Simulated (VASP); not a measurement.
A run of VASP 6.6.1 is set up as follows.

File INCAR:

```
PREC = Accurate
ENCUT = 520
EDIFF = 1E-7
ISMEAR = 0
SIGMA = 0.1
LREAL = F
LASPH = T
NELM = 60
ALGO = Normal
ISIF = 2
LWAVE = F
LCHARG = F
GGA = PE
```

The input KPOINTS:

```
Automatic mesh
0
Gamma
  18 18 18
```

File POSCAR:

```
Mo                                      
1.0
   -1.5968712117      1.5968712117      1.5968712117
    1.5968712117     -1.5968712117      1.5968712117
    1.5968712117      1.5968712117     -1.5968712117
  Mo            
     1
Direct
     0.0000000000000000    0.0000000000000000    0.0000000000000000
```

Potentials or basis: VASP PAW PBE potentials, release 64 (Mo_sv).

Run with:

```sh
$ cat potpaw_PBE.64/Mo_sv/POTCAR > POTCAR
$ mpirun -np 1 vasp_std > vasp.out
```

(1) Predict the pressure.

(2) Predict the band gap on the k mesh.

Answers

(1) -7.2 GPa.

(2) none (metal or under the smearing width).
